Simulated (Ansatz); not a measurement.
Set up this calculation in Ansatz 0.2.0, as the native input.

```
Task                                : band structure
Functional                          : PBEsol
Potentials or basis                 : JTH PAW
Cutoff                              : 930 eV (not typed: the program's choice for these potentials)
k mesh                              : 7 × 7 × 4
Occupations                         : fermi-dirac, width 0.05 eV
Spin                                : no spin polarisation
Path                                : [["G", "X", "S", "R", "A", "Z", "G", "Y", "X1", "A1", "T", "Y"], ["Z", "T"]]
Points for each segment of the path : 14
```

Crystal: Cl.

```xyz
4
Lattice="3.1450 -2.2500 0.0000 3.1450 2.2500 0.0000 0.0000 0.0000 8.2100" Properties=species:S:1:pos:R:3 pbc="T T T"
Cl    3.1450    0.5850    3.2840
Cl    3.1450    1.6650    7.3890
Cl    3.1450   -0.5850    4.9260
Cl    3.1450   -1.6650    0.8210
```

One way to write it, as run:

input.yaml

```yaml
crystal:
  lattice:
    - [3.145, -2.25, 0.0]
    - [3.145, 2.25, 0.0]
    - [0.0, 0.0, 8.21]
  atoms:
    - { symbol: Cl, position: [0.37, 0.63, 0.4] }
    - { symbol: Cl, position: [0.13, 0.87, 0.9] }
    - { symbol: Cl, position: [0.63, 0.37, 0.6] }
    - { symbol: Cl, position: [0.87, 0.13, 0.1] }
hamiltonian:
  xc: pbesol
  pseudopotentials: { kind: paw, source: jth, xc_functional: pbe }
kpoints:
  mp_grid: { grid: [7, 7, 4] }
  band_path:
    path:
      - [[0.0, 0.0, 0.0], [0.3779569104, -0.3779569104, 0.0], [0.0, -0.5, 0.0], [0.0, -0.5, -0.5], [0.3779569104, -0.3779569104, -0.5], [0.0, 0.0, -0.5], [0.0, 0.0, 0.0], [-0.5, -0.5, 0.0], [-0.3779569104, -0.6220430896, 0.0], [-0.3779569104, -0.6220430896, -0.5], [-0.5, -0.5, -0.5], [-0.5, -0.5, 0.0]]
      - [[0.0, 0.0, -0.5], [-0.5, -0.5, -0.5]]
    npoints: 14
scf:
  occupations: { method: fermi_dirac, width: 0.05 }
  n_extra_bands: 10
output:
  forces: true
  stress: true
  eigenvalues: true
  fatbands: false
```

Potentials or basis: JTH PAW.

The run is started by

```bash
$ ansatz run input.yaml --threads 2 --pin off --max-ram 5632MiB --backend cpu --events-out ev --progress --plain --runs-dir out
```

Results of the run:

| Item | Value |
| --- | --- |
| Pressure | -0.8 GPa |
| Largest force | 0.165 eV/Å |
| Band gap on the k mesh | 2.43 eV, indirect (least direct gap 2.48 eV) |
| Band gap along the path | 2.40 eV, indirect (least direct gap 2.46 eV) |

It took 31 s on 2 threads of Arm Neoverse V2, on a shared host, peak memory 0.97 GiB.
